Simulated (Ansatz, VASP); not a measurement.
**CoO in VASP and in Ansatz**

The input INCAR:

```
ALGO = Normal
EDIFF = 1E-6
ENCUT = 520
GGA = PE
ISIF = 2
ISMEAR = -1
ISPIN = 2
LASPH = T
LCHARG = F
LMAXMIX = 4
LORBIT = 11
LREAL = F
LWAVE = F
MAGMOM = 2 0
NBANDS = 18
NELM = 150
PREC = Accurate
SIGMA = 0.05
```

The input KPOINTS:

```
k-points
0
Gamma
  12 12 12
```

Contents of POSCAR:

```
CoO
1.0
   -1.4772162830      1.4772162830      2.0642331802
    1.4772162830     -1.4772162830      2.0642331802
    1.4772162830      1.4772162830     -2.0642331802
Co O
1 1
Direct
    0.0000000000      0.0000000000      0.0000000000
    0.5000000000      0.5000000000      0.0000000000
```

input.yaml

```yaml
crystal:
  lattice:
    - [-1.477216283, 1.477216283, 2.0642331802]
    - [1.477216283, -1.477216283, 2.0642331802]
    - [1.477216283, 1.477216283, -2.0642331802]
  atoms:
    - { symbol: Co, position: [0.0, 0.0, 0.0], spin: 2.0 }
    - { symbol: O, position: [0.5, 0.5, 0.0] }
hamiltonian:
  xc: pbe
  pseudopotentials: { kind: paw }
magnetization:
  spin_polarized: true
kpoints:
  mp_grid: { grid: [12, 12, 12] }
scf:
  occupations: { method: fermi_dirac, width: 0.05 }
output:
  forces: true
  stress: true
  eigenvalues: true
```

Alike in both runs: task single point; functional PBE; k mesh 12 × 12 × 12; occupations fermi-dirac, width 0.05 eV; collinear spin.

|  | VASP | Ansatz |
| --- | --- | --- |
| version | VASP 6.6.1 | Ansatz 0.2.0 |
| potentials or method | VASP PAW PBE potentials, release 64 (Co, O) | Ansatz PAW |
| plane-wave cutoff (eV) | 520 | 420 |
| valence electrons in the cell | 15 | 23 |

|  | VASP | Ansatz | Ansatz less VASP |
| --- | --- | --- | --- |
| gap on the k mesh at the Fermi level (eV) | none | none | - |
| pressure (GPa) | 9.8 | 10.6 | +0.80 |
| largest component of the traceless stress (GPa) | 0.58 | 0.48 | -0.102 |
| net moment per atom (μB) | 1.30 | 1.33 | +0.031 |
| size of the moment on the site where the two differ most (μB) | 2.33 | 2.27 | -0.053 |

Site moments also hang on the region over which each program counts them. A gap of «none» marks a metal or a gap that the smearing closes. The two sets of potentials don't hold the same shells in valence.

Caveats: a cell with one magnetic atom can't hold antiferromagnetic order, which such compounds often take; semilocal functionals often make such compounds metallic where correlation or magnetic order opens a gap, which also shifts bond lengths; the pressure holds a Pulay correction of +0.8 GPa for the finite cutoff (Ansatz).
